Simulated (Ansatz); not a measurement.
## Clamped-ion strain scan in C

The calculation used DFT PBE, scalar-relativistic, plane waves, PAW in Ansatz. Settings: plane waves to 300 eV, k-mesh 6×6×6 (Γ-centred), Gaussian smearing 0.05 eV. The mesh is coarse. The cutoff lies under the one recommended for these potentials. No spin polarisation. Energies are free energies at this smearing, counted from the undisturbed cell; pressure is positive in compression.

Zero of the scan (as given, not relaxed at this level; it stands at 1.3 GPa):

```
CELL_PARAMETERS angstrom
0.00000 1.78340 1.78340
1.78340 0.00000 1.78340
1.78340 1.78340 0.00000
ATOMIC_POSITIONS crystal
C 0.50000 0.50000 0.50000
C 0.75000 0.75000 0.75000
```

The cell is strained by ε times the Voigt pattern (1, -1, 0, 0, 0, 0) (xx, yy, zz, yz, xz, xy; engineering shear) with fractional coordinates fixed.

```tsv
ε	ΔE (meV/atom)	stress summed along the pattern (GPa, tension positive)	pressure (GPa)	gap on the mesh (eV)
-0.1500	728.9	-273.77	13.3	0.00
-0.0750	182.2	-139.33	4.3	1.45
0.0000	0.0	0.00	1.3	4.14
0.0187	9.5	35.34	1.6	3.44
0.0375	44.8	69.48	2.1	2.76
0.0562	102.8	104.68	2.8	2.09
0.0937	285.0	172.91	6.0	0.79
0.1125	412.8	208.77	8.0	0.14
0.1312	560.0	237.84	11.3	0.00
```

By symmetry 0.1500 repeats -0.1500, -0.1125 repeats 0.1125, 0.0750 repeats -0.0750, -0.0375 repeats 0.0375 in energy, with the opposite slope along the path. Where the gap reads zero the k-mesh, chosen for the insulator, is on the coarse side.

Cost: 9 runs of about 0.14 core-minutes in all, on AMD EPYC (Zen 3) (shared hosts).